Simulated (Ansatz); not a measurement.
# PtS2 (P-3m1) in Ansatz: relaxation of cell and atoms with LDA

Aim: the relaxation of cell and atoms of PtS2 with LDA.

Program: Ansatz 0.2.0. These are calculated values, not measurements. Logs are shortened: lines on timing, memory, paths and dates and some standing lists are left out, and cuts for length are marked.

## (1) The crystal as given

The structure is trigonal, space group P-3m1 (No. 164). The conventional cell has a = 3.543 Å, b = 3.543 Å, c = 5.039 Å, α = 90.00°, β = 90.00°, γ = 120.00°. Around Pt (site symmetry -3m) lie 6 S at 2.34 Å. Around S (site symmetry 3m) lie 3 Pt at 2.34 Å.

## (2) Relaxation of cell and atoms, LDA

File input.yaml:

```yaml
crystal:
  lattice:
    - [3.5432, 0.0, 0.0]
    - [-1.7716, 3.0685012107, 0.0]
    - [0.0, 0.0, 5.0388]
  atoms:
    - { symbol: Pt, position: [0.0, 0.0, 0.0] }
    - { symbol: S, position: [0.6666666667, 0.3333333333, 0.773] }
    - { symbol: S, position: [0.3333333333, 0.6666666667, 0.227] }
hamiltonian:
  xc: lda
  pseudopotentials: { kind: paw }
kpoints:
  mp_grid: { grid: [9, 9, 5] }
scf:
  occupations: { method: fermi_dirac, width: 0.05 }
output:
  forces: true
  stress: true
  write_density: true
  write_potential: true
  elf: true
  volumetric_format: npy
relax:
  f_tol: 0.01
  max_steps: 40
  cell: { stress_tol: 0.05 }
```

Potentials or basis: Ansatz PAW.

Launch:

```
ansatz run input.yaml --threads 2 --pin off --max-ram 5632MiB --backend cpu --events-out ev --progress --plain --runs-dir out
```

The program printed:

```text
Warning: RAYON_NUM_THREADS=2 ignored (pool sized by the plan → 2); use --threads N
Engine: ansatz 0.2.0, x86_64-unknown-linux-gnu
Pseudopotentials: kind: paw
Pseudopotential: Pt, paw, valence charge 18, recommended cutoff 420 eV (normal), Pt.paw.azcp
Pseudopotential: S, paw, valence charge 6, recommended cutoff 420 eV (normal), S.paw.azcp
Functional definition: SPW92
  exchange = slater_x
  correlation = pw_c
Crystal: 3 atoms, lattice volume = 54.783 Å³
Basis set: ecut = 420 eV, 1043 PW (Γ)
Bands: 19, of which v1, the nominal top of the filled ones, is band 15 counted from 1 (14 counted from 0)
Symmetry: 12 space group operations
Space group: P-3m1 (ITA 164), of the structure as read, at distance tolerance 3.8e-5 Å
k-points: 50 of 405
Non-local potential: Pt, projectors of the file, l = 0: 3, l = 1: 2, l = 2: 2, l = 3: 1
Non-local potential: S, projectors of the file, l = 0: 2, l = 1: 2, l = 2: 2
PAW form: soft (Blöchl's): semilocal exchange-correlation on the pseudo side does not see the compensation charge
PAW frozen core: Pt, regenerated for the run's functional, and the local potential with it (the file was generated under x = pbe(κ = 0.804, μ = 0.2195149727645171), c = pbe(β = 0.06672455060314922))
PAW frozen core: S, regenerated for the run's functional, and the local potential with it (the file was generated under x = pbe(κ = 0.804, μ = 0.2195149727645171), c = pbe(β = 0.06672455060314922))
PAW one-centre angular grid: Pt, 590 points (default); XC on 64 Gauss nodes
PAW one-centre angular grid: S, 110 points (default); XC on 64 Gauss nodes
Initial density: superposition of atomic densities (neutral atoms: chi_scale 0, normalization atom), corrected by the library's trained network
Initial wavefunctions: pseudopotential atomic-orbital guess
Functional: x = slater, c = lda
SCF iter   1: F=—  HF=-13985.307434 eV  |F-HF|=—  |Δ(HF+E_count)|=         —  Δρ=6.30e-3  dr2=2.34e-2  ethr=1.77e-3  ⟨swp⟩=5.5  Hψ=4791  notcnv=0
preconditioner: auto → Resta (q_TF=auto, 2.468 Å⁻¹)  ε∞=6.7  [insulator: Δε(μ)=0.866 eV  Ē_g=9.876 eV  σ=0.050 eV  W_gap=1.00  n_scr=20 (ndim 8)  ℏωp=23.5 eV  f_vac=0.021  D(μ)=0.00/eV (n_scr^D=0)  ε∞_Penn≈6.7]
SCF iter   2: F=—  HF=-13985.303629 eV  |F-HF|=—  |Δ(HF+E_count)|=   3.81e-3  Δρ=3.29e-3  dr2=4.01e-3  ethr=7.80e-5  ⟨swp⟩=1.6  Hψ=1403  notcnv=0
SCF iter   3: F=—  HF=-13985.302770 eV  |F-HF|=—  |Δ(HF+E_count)|=   8.59e-4  Δρ=1.13e-3  dr2=7.41e-4  ethr=1.34e-5  ⟨swp⟩=2.2  Hψ=1414  notcnv=0
SCF iter   4: F=—  HF=-13985.302667 eV  |F-HF|=—  |Δ(HF+E_count)|=   1.03e-4  Δρ=2.71e-4  dr2=3.95e-5  ethr=2.47e-6  ⟨swp⟩=2.2  Hψ=1212  notcnv=0
SCF iter   5: F=—  HF=-13985.302664 eV  |F-HF|=—  |Δ(HF+E_count)|=   3.48e-6  Δρ=5.25e-5  dr2=1.83e-6  ethr=1.32e-7  ⟨swp⟩=2.3  Hψ=1414  notcnv=0
SCF iter   6: F=—  HF=-13985.302664 eV  |F-HF|=—  |Δ(HF+E_count)|=   1.85e-7  Δρ=1.40e-5  dr2=1.51e-7  ethr=6.10e-9  ⟨swp⟩=2.0  Hψ=1401  notcnv=0
SCF iter   7: F=-13985.302664 eV  HF=-13985.302664 eV  |F-HF|=3.98e-10  |Δ(HF+E_count)|=   5.16e-8  Δρ=3.13e-6  dr2=9.06e-9  ethr=3.33e-10  ⟨swp⟩=7.9  Hψ=5469  notcnv=0
SCF 1 converged in 7 iterations: F = -13985.302664 eV  dr2 = 9.06e-9
relax step   1: F+E_penalty+E_count = -13985.30266389 eV  Δ(F+E_penalty+E_count) = +0.000e0 eV  max|allowed force component| = 8.050e-1 eV/Å  Δτ_max = 0.0000 Å  P = +3.589 GPa  Ω = 54.783 Å³  (7 SCF iters, dr2 threshold 1.00e-7 eV, accepted)
Crystal: 3 atoms, lattice volume = 51.147 Å³
Basis set: ecut = 420 eV, 983 PW (Γ)
Initial density: handed on by an earlier stage of this run
Initial wavefunctions: those handed on with the density
iter 1 solved again at ethr=1.02e-4 eV; its pass at ethr=3.10e-3 eV (dr2=3.05e-2 eV) is discarded
SCF iter   1: F=—  HF=-13985.376634 eV  |F-HF|=—  |Δ(HF+E_count)|=         —  Δρ=1.18e-2  dr2=2.90e-2  ethr=1.02e-4  ⟨swp⟩=1.6  Hψ=5764  notcnv=0
preconditioner: auto → Resta (q_TF=auto, 2.496 Å⁻¹)  ε∞=7.2  [insulator: Δε(μ)=0.223 eV  Ē_g=9.775 eV  σ=0.050 eV  W_gap=0.71  n_scr=20 (ndim 8)  ℏωp=24.4 eV  f_vac=0.001  D(μ)=0.05/eV (n_scr^D=0)  ε∞_Penn≈7.2]
SCF iter   2: F=—  HF=-13985.370457 eV  |F-HF|=—  |Δ(HF+E_count)|=   6.18e-3  Δρ=6.34e-3  dr2=8.41e-3  ethr=9.67e-5  ⟨swp⟩=1.0  Hψ=950  notcnv=0
SCF iter   3: F=—  HF=-13985.368138 eV  |F-HF|=—  |Δ(HF+E_count)|=   2.32e-3  Δρ=5.63e-4  dr2=1.32e-4  ethr=2.80e-5  ⟨swp⟩=2.1  Hψ=1498  notcnv=0
SCF iter   4: F=—  HF=-13985.368112 eV  |F-HF|=—  |Δ(HF+E_count)|=   2.52e-5  Δρ=1.15e-4  dr2=7.65e-6  ethr=4.41e-7  ⟨swp⟩=1.8  Hψ=1365  notcnv=0
SCF iter   5: F=—  HF=-13985.368112 eV  |F-HF|=—  |Δ(HF+E_count)|=   1.46e-7  Δρ=2.38e-5  dr2=5.24e-7  ethr=2.55e-8  ⟨swp⟩=1.9  Hψ=1439  notcnv=0
SCF iter   6: F=-13985.368112 eV  HF=-13985.368112 eV  |F-HF|=1.29e-9  |Δ(HF+E_count)|=   4.55e-9  Δρ=5.66e-6  dr2=2.03e-8  ethr=1.00e-9  ⟨swp⟩=8.7  Hψ=5832  notcnv=0
SCF 2 converged in 6 iterations: F = -13985.368112 eV  dr2 = 2.03e-8
relax step   2: F+E_penalty+E_count = -13985.36811225 eV  Δ(F+E_penalty+E_count) = -6.545e-2 eV  max|allowed force component| = 1.311e-1 eV/Å  Δτ_max = 0.1480 Å  P = +0.930 GPa  Ω = 51.147 Å³  energy of the carried Pulay correction = +6.591e-4 eV  (6 SCF iters, dr2 threshold 3.00e-7 eV, accepted)
Crystal: 3 atoms, lattice volume = 51.158 Å³
Basis set: ecut = 420 eV, 981 PW (Γ)
iter 1 solved again at ethr=6.95e-6 eV; its pass at ethr=3.10e-3 eV (dr2=2.09e-3 eV) is discarded
SCF iter   1: F=—  HF=-13985.389763 eV  |F-HF|=—  |Δ(HF+E_count)|=         —  Δρ=2.84e-3  dr2=2.20e-3  ethr=6.95e-6  ⟨swp⟩=2.1  Hψ=5940  notcnv=0
preconditioner: auto → Resta (q_TF=auto, 2.496 Å⁻¹)  ε∞=7.3  [insulator: Δε(μ)=0.271 eV  Ē_g=9.715 eV  σ=0.050 eV  W_gap=0.67  n_scr=20 (ndim 8)  ℏωp=24.4 eV  f_vac=0.002  D(μ)=0.10/eV (n_scr^D=0)  ε∞_Penn≈7.3]
SCF iter   2: F=—  HF=-13985.389423 eV  |F-HF|=—  |Δ(HF+E_count)|=   3.40e-4  Δρ=1.49e-3  dr2=6.46e-4  ethr=6.95e-6  ⟨swp⟩=1.5  Hψ=1177  notcnv=0
SCF iter   3: F=—  HF=-13985.389268 eV  |F-HF|=—  |Δ(HF+E_count)|=   1.55e-4  Δρ=1.53e-4  dr2=1.80e-5  ethr=2.15e-6  ⟨swp⟩=2.2  Hψ=1416  notcnv=0
[... 39 lines left out ...]
SCF iter   4: F=-13985.397575 eV  HF=-13985.397575 eV  |F-HF|=7.46e-9  |Δ(HF+E_count)|=   4.48e-8  Δρ=5.11e-6  dr2=1.38e-8  ethr=5.02e-10  ⟨swp⟩=2.5  Hψ=1365  notcnv=0
iter 5 did not close the SCF: its close was put off for the readings that it lacked (scf_convergence_deferred on its scf_iter line)
SCF iter   5: F=-13985.397575 eV  HF=-13985.397575 eV  |F-HF|=1.91e-10  |Δ(HF+E_count)|=   2.47e-9  Δρ=1.07e-6  dr2=4.60e-10  ethr=4.61e-11  ⟨swp⟩=2.0  Hψ=1366  notcnv=0
SCF iter   6: F=-13985.397575 eV  HF=-13985.397575 eV  |F-HF|=1.82e-12  |Δ(HF+E_count)|=  1.09e-11  Δρ=1.98e-7  dr2=2.20e-11  ethr=1.53e-12  ⟨swp⟩=4.2  Hψ=4656  notcnv=0
SCF 6 converged in 6 iterations: F = -13985.397575 eV  dr2 = 2.20e-11
relax step   6: F+E_penalty+E_count = -13985.39757514 eV  Δ(F+E_penalty+E_count) = -1.273e-4 eV  max|allowed force component| = 2.056e-3 eV/Å  Δτ_max = 0.0025 Å  P = +0.017 GPa  Ω = 49.799 Å³  energy of the carried Pulay correction = +9.152e-4 eV  (6 SCF iters, dr2 threshold 1.44e-7 eV, accepted)
Initial wavefunctions: pseudopotential atomic-orbital guess (no wavefunctions were taken with the density)
iter 1 solved again at ethr=9.47e-8 eV; its pass at ethr=3.10e-3 eV (dr2=2.84e-5 eV) is discarded
SCF iter   1: F=—  HF=-13985.396857 eV  |F-HF|=—  |Δ(HF+E_count)|=         —  Δρ=1.57e-4  dr2=1.43e-6  ethr=9.47e-8  ⟨swp⟩=3.0  Hψ=7338  notcnv=0
preconditioner: auto → Resta (q_TF=auto, 2.507 Å⁻¹)  ε∞=7.4  [insulator: Δε(μ)=0.245 eV  Ē_g=9.779 eV  σ=0.050 eV  W_gap=0.84  n_scr=20 (ndim 8)  ℏωp=24.7 eV  f_vac=0.000  D(μ)=0.19/eV (n_scr^D=0)  ε∞_Penn≈7.4]
SCF iter   2: F=—  HF=-13985.396863 eV  |F-HF|=—  |Δ(HF+E_count)|=   6.41e-6  Δρ=8.02e-5  dr2=3.44e-7  ethr=4.77e-9  ⟨swp⟩=1.1  Hψ=955  notcnv=0
SCF iter   3: F=—  HF=-13985.396863 eV  |F-HF|=—  |Δ(HF+E_count)|=   2.23e-7  Δρ=4.49e-6  dr2=1.41e-9  ethr=1.15e-9  ⟨swp⟩=2.9  Hψ=1603  notcnv=0
SCF iter   4: F=—  HF=-13985.396863 eV  |F-HF|=—  |Δ(HF+E_count)|=  9.04e-10  Δρ=4.48e-7  dr2=3.11e-11  ethr=4.72e-12  ⟨swp⟩=2.3  Hψ=1647  notcnv=0
iter 5 did not close the SCF: its close was put off for the readings that it lacked (scf_convergence_deferred on its scf_iter line)
SCF iter   5: F=-13985.396863 eV  HF=-13985.396863 eV  |F-HF|=9.09e-12  |Δ(HF+E_count)|=  9.09e-12  Δρ=5.65e-8  dr2=1.14e-12  ethr=1.00e-12  ⟨swp⟩=1.0  Hψ=950  notcnv=0
iter 6 did not close the SCF: its close was put off for the readings that it lacked (scf_convergence_deferred on its scf_iter line)
SCF iter   6: F=-13985.396863 eV  HF=-13985.396863 eV  |F-HF|=5.46e-12  |Δ(HF+E_count)|=  5.46e-12  Δρ=8.05e-9  dr2=5.41e-14  ethr=1.00e-12  ⟨swp⟩=1.0  Hψ=950  notcnv=0
iter 7 did not close the SCF: its close was put off for the readings that it lacked (scf_convergence_deferred on its scf_iter line)
SCF iter   7: F=-13985.396863 eV  HF=-13985.396863 eV  |F-HF|=1.82e-12  |Δ(HF+E_count)|=  1.82e-12  Δρ=2.37e-9  dr2=3.48e-15  ethr=1.00e-12  ⟨swp⟩=1.0  Hψ=950  notcnv=0
iter 8 did not close the SCF: its close was put off for the readings that it lacked (scf_convergence_deferred on its scf_iter line)
SCF iter   8: F=-13985.396863 eV  HF=-13985.396863 eV  |F-HF|=7.28e-12  |Δ(HF+E_count)|=  1.82e-12  Δρ=5.95e-10  dr2=2.46e-16  ethr=1.00e-12  ⟨swp⟩=1.0  Hψ=950  notcnv=0
SCF iter   9: F=-13985.396863 eV  HF=-13985.396863 eV  |F-HF|=7.28e-12  |Δ(HF+E_count)|=  1.82e-12  Δρ=1.04e-10  dr2=7.62e-18  ethr=1.00e-12  ⟨swp⟩=1.9  Hψ=2278  notcnv=0
SCF 7 converged in 9 iterations: F = -13985.396863 eV  dr2 = 7.62e-18
relax step   7: F+E_penalty+E_count = -13985.39686348 eV  Δ(F+E_penalty+E_count) = +7.117e-4 eV  max|allowed force component| = 2.097e-3 eV/Å  Δτ_max = 0.0000 Å  P = +0.015 GPa  Ω = 49.799 Å³  stress off target by 2.57e-2 GPa  SCF on the basis re-selected at this cell (its energy is not comparable with the rows above)  (9 SCF iters)
basis re-selected at this cell: Δ(F+E_penalty+E_count) = +7.117e-4 eV, ΔP = -0.002 GPa vs the last step (what re-selecting the basis moved, of the pressure what is left beyond the Pulay correction that the steps carried, after the strain that the cell walked since its last selection, with what the two solves' SCF thresholds leave and, on support functions, any second-order correction that the steps lacked; it is no measure of the basis error at this ecutwfc). The dense FFT grid was sized anew with the basis: this SCF ran on 24×24×32 points, the steps before it on 24×24×36, so part of this shift can come from that change (see relax.cell in the input reference). This SCF's stress stands 2.57e-2 GPa from its target on what of the cell is left free (relax.cell.stress_tol is 5.00e-2 GPa) and its largest allowed force component is 2.10e-3 eV/Å (relax.f_tol is 1.00e-2 eV/Å): within both
SCF converged after 9 iterations
Free energy (F): -13985.396863 eV
Harris-Foulkes:  -13985.396863 eV  (|F-HF|=7.28e-12)
Internal energy: -13985.394909 eV  (E = F + TS)
E sigma→0 (E₀):  -13985.395886 eV
Entropy (-TS):   -0.001954 eV (-0.651 meV/atom)
Fermi energy:    12.918861 eV
--- Per-component energies (eV) ---
  E_band       = -276.655106
  E_kinetic    = 854.008991
  E_local      = -2707.023713  (includes V_loc(G=0)·N_el)
  E_nonlocal   = 264.639778
  E_hartree    = 1048.633213
  E_xc         = -454.248955
  E_vxc        = -479.994201  (∫ρ·V_xc dr)
  E_paw        = -10314.746320  (= ΣΔE_a)
  E_vpaw       = -305.552550  (= ΣTr[D̂ρ^β])
  E_aug_tail   = 0.000163  (compensation charges beyond the density's cutoff)
  E_ewald      = -2677.428331
  E_core_change = 0.770265  (= ΣΔE_core)
  E_smearing   = -0.001954  (= −TS)
  E_closure    = 0.000000  (closes the sum)
  Σ components = -13985.396863   (vs F -13985.396863, Δ=0.00e0)
--- Forces (eV/Å), atoms counted from 1 ---
  atom   1  Pt    -0.00000000     0.00000000     0.00000000
  atom   2  S      0.00000000    -0.00000000    -0.00209663
  atom   3  S     -0.00000000     0.00000000     0.00209663
  max |Σ_I F_I| component: 2.31e-18 eV/Å
--- Stress (GPa, compression-positive) ---
        0.025658      -0.000000      -0.000000
       -0.000000       0.025658       0.000000
       -0.000000      -0.000000      -0.005620
  P = ⅓ Tr σ = 0.0152 GPa (0.152 kbar)
--- Band table (eV; the first three rows and the last of 50) ---
  k-point 0: bands = ["-87.1340", "-41.2856", "-41.2856", "-41.1596", "-3.3191", "0.5108", "5.0187", "5.5838", "5.5838", "8.5564", "8.5564", "10.4368", "11.3221", "11.3221", "13.1499", "14.0261", "14.0261", "16.1550", "17.9750"]
  k-point 1: bands = ["-87.1340", "-41.2856", "-41.2856", "-41.1597", "-3.1099", "-0.0791", "5.6120", "5.6120", "5.7411", "8.5251", "8.5251", "10.3175", "11.0796", "11.0796", "12.4315", "14.4579", "14.4579", "16.6617", "18.7111"]
  k-point 2: bands = ["-87.1340", "-41.2856", "-41.2856", "-41.1598", "-2.5790", "-1.0802", "5.6585", "5.6585", "7.0492", "8.4825", "8.4825", "9.7516", "10.7448", "10.7448", "11.5690", "15.1980", "15.1980", "17.8464", "19.6062"]
  k-point 49: bands = ["-87.1335", "-41.3008", "-41.3008", "-41.1567", "-0.8218", "-0.8218", "5.6759", "5.6759", "6.1169", "8.1049", "8.1049", "8.2110", "9.0594", "10.3478", "10.3478", "14.9102", "14.9102", "19.4828", "20.1709"]
--- Relaxed structure (6 steps of the walk, 6 accepted, 1 SCFs on fresh bases) ---
  F+E_penalty+E_count = -13985.39686348 eV   max|allowed force component| = 2.097e-3 eV/Å   (the final SCF, on the basis selected at the relaxed cell)
  cell:  # Å, volume = 49.7987 Å³
    - [3.561426217109854, -7.6656443146675e-33, 2.4946642897201155e-17]
    - [-1.780713108554927, 3.0842855777210474, -1.2473321448600562e-17]
    - [3.5476728446091764e-17, 3.8455141223289253e-32, 4.533561475026403]
  atoms:
    - { symbol: Pt, position: [-4.972503457298679e-35, -8.019910423753133e-35, 0.0] }
    - { symbol: S, position: [0.6666666666666666, 0.3333333333333333, 0.7379942284483973] }
    - { symbol: S, position: [0.3333333333333333, 0.6666666666666666, 0.26200577155160265] }
```

Run time: 7.4 s. Hardware: 2 threads of Intel Xeon Platinum 8259CL at 2.50GHz (Skylake/Cascade Lake), shared host; peak memory 0.42 GiB.

What came out:

```
Free energy                            : -13985.3969 eV
Relaxed volume                         : 16.60 Å³/atom
Relaxed cell                           : a = 3.561 Å, b = 3.561 Å, c = 4.534 Å, α = 90.00°, β = 90.00°, γ = 120.00°
Space group after relaxing (to 0.05 Å) : P-3m1 (No. 164)
Energy gained by relaxing              : 31.4 meV/atom
Ionic steps                            : 7
Pressure after relaxing                : 0.0 GPa
Band gap on the k mesh                 : none (metal or under the smearing width)
```

Forces on the atoms (eV/Å):
```
Pt   0.000  0.000  0.000
S    0.000  0.000 -0.002
S    0.000  0.000  0.002
```

Step by step:
```
step  energy change (eV)  largest force (eV/Å)  volume (Å³)
   1              0.0000                0.8050        54.78
   2             -0.0654                0.1311        51.15
   3             -0.0866                0.0897        51.16
   4             -0.0941                0.0447        49.51
   5             -0.0948                0.0102        49.96
   6             -0.0949                0.0021        49.80
   7             -0.0942                0.0021        49.80
```

Final structure:
```cif
data_structure
_symmetry_space_group_name_H-M 'P 1'
_symmetry_Int_Tables_number 1
_cell_length_a 3.5614
_cell_length_b 3.5614
_cell_length_c 4.5336
_cell_angle_alpha 90.000
_cell_angle_beta 90.000
_cell_angle_gamma 120.000
_cell_volume 49.80
loop_
_atom_site_label
_atom_site_type_symbol
_atom_site_fract_x
_atom_site_fract_y
_atom_site_fract_z
_atom_site_occupancy
Pt1 Pt 0.00000 0.00000 0.00000 1
S1 S 0.66667 0.33333 0.73799 1
S2 S 0.33333 0.66667 0.26201 1
```

Caveat: the plane-wave basis is chosen anew once the cell has moved, so the energies of steps on either side of that aren't comparable; the PAW data sets come from PBE, with cores solved anew for the run's functional, which leaves a small shift of forces and pressure. Spin-orbit coupling is left out, which matters for the levels of Pt.
